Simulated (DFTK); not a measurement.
Runs of DFTK 0.8.2 on MnS. The structure is cubic, space group Fm-3m (No. 225). The conventional cell has a = 5.209 Å, b = 5.209 Å, c = 5.209 Å, α = 90.00°, β = 90.00°, γ = 90.00°. Around Mn (site symmetry m-3m) lie 6 S at 2.60 Å. Around S (site symmetry m-3m) lie 6 Mn at 2.60 Å. 

```tsv
task	level	potentials or basis	k mesh	cutoff (eV)	SCF solver	mesh quality	gap on the mesh (eV)	pressure (GPa)	moment (μB)
band structure	PBE	dojo.nc.sr.pbe.v0_4_1.standard.upf (PBE)	6 × 6 × 6	1306	-	not flagged	none	-2.9	(b)
band structure	r2SCAN	SG15 1.2 (PBE)	5 × 5 × 5	1225	ScfAndersonSolver	not flagged	(a)	1.8	5.00
single point	PBEsol	dojo.nc.sr.pbesol.v0_4_1.standard.upf (PBEsol)	9 × 9 × 9	1306	-	not flagged	none	-6.7	(c)
band structure	BJ06	SG15 1.2 (PBE)	5 × 5 × 5	1225	ScfAndersonSolver	coarse	none	-	4.58
```

Alike in all rows: spin collinear, ferromagnetic start; cell as given; smearing fermi-dirac 0.05 eV.

Problem. Fill in the values left out.

Solution. (a) 0.43; (b) 4.70; (c) 4.72.

Caveats: some runs use coarse meshes; a cell with one magnetic atom can't hold antiferromagnetic order, which such compounds often take; semilocal functionals often make such compounds metallic where correlation or magnetic order opens a gap, which also shifts bond lengths (some runs); the potentials were made for another functional, which shifts forces and pressure (some runs); the mesh misses the band edges, which the band path finds closer together (some runs); the program leaves the constant c of mgga_x_tb09 at 1, so the potential is Becke-Johnson's (BJ06) and not Tran and Blaha's, with levels but no total energy (some runs).

A gap of «none» marks a metal or a gap under the smearing width.

Not every run made on this cell is shown here.
